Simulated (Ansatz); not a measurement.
# Rh: the cost of one run

Computed with Ansatz 0.2.0 (DFT PBE, scalar-relativistic, unless a step's input says otherwise).

## (1) The system as given

It takes space group Fm-3m (No. 225, cubic). The conventional cell has a = 3.803 Å, b = 3.803 Å, c = 3.803 Å, α = 90.00°, β = 90.00°, γ = 90.00°. Rh (site symmetry m-3m) has 12 Rh at 2.69 Å as nearest neighbours.

Coordinates:

```xyz
1
Lattice="0.0000 1.9016 1.9016 1.9016 0.0000 1.9016 1.9016 1.9016 0.0000" Properties=species:S:1:pos:R:3 pbc="T T T"
Rh    0.0000    0.0000    0.0000
```

## (2) The deformed structure

Space group Fm-3m before, I4/mmm after.

## (3) LAPW, all electrons

input.yaml reads:

```yaml
crystal:
  lattice:
    - [0.0, 1.863519, 1.90155]
    - [1.863519, 0.0, 1.90155]
    - [1.863519, 1.863519, 0.0]
  atoms:
    - { symbol: Rh, position: [0.0, 0.0, 0.0] }
kpoints:
  mp_grid: { grid: [16, 16, 16] }
  band_path:
    path:
      - [0.0, 0.0, 0.0]
      - [0.0, 0.5, 0.5]
      - [0.25, 0.75, 0.5]
      - [0.0, 0.5, 0.0]
      - [0.0, 0.0, 0.0]
      - [0.5, 0.5, 0.0]
      - [0.37005, 0.62995, 0.0]
      - [-0.37005, 0.37005, 0.0]
      - [0.0, 0.0, 0.0]
    npoints: 5
scf:
  occupations: { method: fermi_dirac, width: 0.08 }
hamiltonian:
  xc: pbe
  pseudopotentials: { kind: all_electron, lapw: { basis_error: 0.001 } }
output:
  forces: true
  stress: true
  eigenvalues: true
```

The run is started by

```
$ ansatz run input.yaml --threads 1 --pin off --max-ram 3072MiB --backend cpu --events-out ev --progress --plain --runs-dir out
```

What time and memory should one allow on 1 thread of Arm Neoverse V1, shared host?

About 33 s, with a peak of 0.49 GiB.
